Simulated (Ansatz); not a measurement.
## The band gap of CdTe, sorted by core time

```
Te Cd
1.0
     0.00000    3.20500    3.20500
     3.20500    0.00000    3.20500
     3.20500    3.20500    0.00000
Te Cd
1 1
Cartesian
  4.8075 4.8075 4.8075
  0.0000 0.0000 0.0000
```

```tsv
rung	level	program and potentials	cutoff (eV)	k mesh	smearing	task	spin	core time	chip	band gap (eV)	notes
GGA	PBE	Ansatz, Ansatz PAW	420	10 × 10 × 10	fermi-dirac 0.05	single point	off	8.8 s	Arm Neoverse V1	0.87	-
GGA	PBEsol	Ansatz, Ansatz PAW	420	7 × 7 × 7	fermi-dirac 0.05	band structure	SOC, no magnetisation	51 s	Intel Xeon Platinum 8259CL Skylake/Cascade Lake	0.48	potentials made for PBE, which Ansatz adapts in part
GGA	PBEsol	Ansatz, Ansatz PAW	420	6 × 6 × 6	fixed	elastic constants	off	51 s	Arm Neoverse V1	0.76	potentials made for PBE, which Ansatz adapts in part
LDA	LDA	Ansatz, Ansatz PAW	420	5 × 5 × 5	fermi-dirac 0.05	band structure	SOC, no magnetisation	64 s	Intel Xeon	0.33	potentials made for PBE, which Ansatz adapts in part
hybrid	HSEsol	Ansatz, Ansatz PAW	420	4 × 4 × 4	fermi-dirac 0.05	band structure	off	3.2 min	Arm Neoverse V2	1.63	coarse mesh; potentials made for PBE, which Ansatz adapts in part
hybrid	HSE06	Ansatz, Ansatz PAW	420	4 × 4 × 4	fermi-dirac 0.05	band structure	off	3.6 min	AMD EPYC 7B13 Zen 3	1.77	coarse mesh; potentials made for PBE, which Ansatz adapts in part
LDA	LDA	Ansatz, PseudoDojo standard	1388	4 × 4 × 4	tetrahedron	ladder of functionals	collinear, random start	8.6 min	AMD EPYC 9R14 Zen 4	0.61	cell of 8 atoms
```

Times are single runs on shared hosts and different chips, so they are rough; meshes, cutoffs and the tasks' sizes weigh on the time. Gaps are the least found on the k mesh or the band path, and a mesh can miss the band edges. Smearing widths are in eV. The cell comes from a database and isn't always the measured one. Meshes differ between rows, which moves values too. All levels ran on this one cell, unrelaxed unless noted. Meshes are those of the run's cell of 2 atoms unless a note names another. Misses use the values as printed. Runs on faulty files, with rough fits or with known faults for this quantity aren't shown.

Measured: 1.61 eV (a printed reference work).

**Question.** Which of the timed runs without a coarse mesh or an atomic basis is the cheapest that comes within 0.3 eV of the measured band gap?

**Answer.** None of them does; the nearest misses by -0.74 eV. LDA and GGA gaps fall short mostly because these functionals lack the derivative discontinuity; the runs are for a static lattice, while measurements hold temperature and zero-point motion; rows without SOC leave out spin-orbit coupling, which moves the band edges where heavy atoms are present.
